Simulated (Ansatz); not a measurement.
**Nb: stiffness from a series of strains**

```
CELL_PARAMETERS angstrom
0.00000 2.11500 2.11500
2.11500 0.00000 2.11500
2.11500 2.11500 0.00000
ATOMIC_POSITIONS crystal
Nb 0.00000 0.00000 0.00000
```

The cell is COD entry 1534903, as deposited and not checked against the literature; nothing was relaxed.

Level of theory: DFT, PBE, all-electron LAPW, scalar-relativistic in Ansatz 0.2.0.

Numerical set-up: a Γ-centred 13×13×13 k mesh, Fermi–Dirac smearing of 0.08 eV, basis error target 0.25 meV/atom, no spin polarisation.

The strain is applied along the Cartesian axes of the cell as listed (the other components stay zero). Fractional coordinates are held (clamped ions).

σ is the change of stress from the unstrained cell, which is at -1.11 GPa; tension is positive, so slopes are stress–strain coefficients at that pressure. In a metal the k mesh adds noise.

Only quantities that a quadratic follows smoothly over the whole series are listed; rougher ones are left out.

| εxx = εyy | σzz (GPa) | σxx (GPa) |
| --- | --- | --- |
| -0.0300 | -16.55 | -7.75 |
| -0.0200 | -10.69 | -4.98 |
| -0.0100 | -5.16 | -2.41 |
| 0.0000 | 0.00 | 0.00 |
| 0.0100 | 4.73 | 2.29 |
| 0.0300 | 12.85 | 6.57 |

Fit the series and read off the stiffness at zero strain.

Least-squares fits y = p0 + p1 x + p2 x² to the rows give σzz (GPa): p1 = 491, p2 = -2000; σxx (GPa): p1 = 238, p2 = -660. So 2 C12 = 491 GPa and C11 + C12 = 238 GPa.

One run, at εxx = εyy = 0.0200, is withheld. Predict its row.

The fits give 8.98, 4.51; the run gave 9.01, 4.48.
